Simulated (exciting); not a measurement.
## Cu: band structure with PBEsol+D2

Crystal: Cu.

```
Cu
1.0
     0.00000    1.80750    1.80750
     1.80750    0.00000    1.80750
     1.80750    1.80750    0.00000
Cu
1
Cartesian
  0.0000 0.0000 0.0000
```

```
Program                                  : exciting (release sodium)
Task                                     : band structure
Functional                               : PBEsol
Dispersion                               : D2
Potentials or basis                      : all-electron LAPW+lo, shipped species files, valence relativity iora*
rgkmax                                   : 8
k mesh                                   : 13 × 13 × 13
Occupations                              : gaussian, width 0.05 eV
Spin                                     : no spin polarisation
outputlevel                              : normal
gmaxvr (cutoff of density and potential) : 14 1/bohr
lmaxapw (and lmaxmat)                    : 10
lmaxvr                                   : 8
nempty                                   : 12
Valence relativity                       : iora*
epsengy                                  : 1e-05 Ha
epspot                                   : 1e-07 Ha
maxscl                                   : 60
Muffin-tin radii                         : Cu 2.0 bohr
```

```json
{
 "Band gap on the k mesh": "none (metal or under the smearing width)",
 "All electrons inside the program's atomic spheres": "Cu 27.35 (radii Cu 2.0 bohr)",
 "Dispersion energy per atom": "-0.411 eV"
}
```

Levels at the corners of the path, in eV from the Fermi level:
```tsv
point	band 4	band 5	band 6	band 7	band 8	band 9	band 10	band 11	band 12	band 13
Γ	-9.63	-3.19	-3.19	-3.19	-2.35	-2.35	22.42	24.97	24.97	24.97
X	-5.09	-4.62	-1.80	-1.65	-1.65	1.22	6.91	12.79	12.79	17.81
W	-4.33	-3.72	-3.72	-2.40	-1.64	5.96	5.96	8.13	8.52	28.64
K	-4.49	-4.26	-2.94	-2.22	-1.84	4.09	5.50	7.61	14.91	19.36
Γ	-9.63	-3.19	-3.19	-3.19	-2.35	-2.35	22.42	24.97	24.97	24.97
L	-5.30	-3.23	-3.23	-1.79	-1.79	-1.27	3.54	20.90	21.77	21.77
U	-4.49	-4.26	-2.94	-2.22	-1.84	4.09	5.50	7.61	14.91	19.36
W	-4.33	-3.72	-3.72	-2.40	-1.64	5.96	5.96	8.13	8.52	28.64
L	-5.30	-3.23	-3.23	-1.79	-1.79	-1.27	3.54	20.90	21.77	21.77
K	-4.49	-4.26	-2.94	-2.22	-1.84	4.09	5.50	7.61	14.91	19.36
U	-4.49	-4.26	-2.94	-2.22	-1.84	4.09	5.50	7.61	14.91	19.36
X	-5.09	-4.62	-1.80	-1.65	-1.65	1.22	6.91	12.79	12.79	17.81
```

States per cell in windows of 1 eV (zero at the Fermi level; states under -8 eV left out):
```
from (eV)  total
     -8.0   0.13
     -7.0   0.20
     -6.0   0.55
     -5.0   1.77
     -4.0   3.05
     -3.0   3.35
     -2.0   1.65
     -1.0   0.32
      0.0   0.28
      1.0   0.25
      2.0   0.19
      3.0   0.22
      4.0   0.28
      5.0   0.26
      6.0   0.25
      7.0   0.29
```

It took 17 s on 1 thread of AMD EPYC 9R45 96-Core Processor (Zen 5), on a shared host, peak memory 0.1 GiB.

Caveat: the dispersion energy is computed afterwards and isn't part of the total energy; the tetrahedron DOS on this energy grid can lose part of the weight of narrow d or f bands.
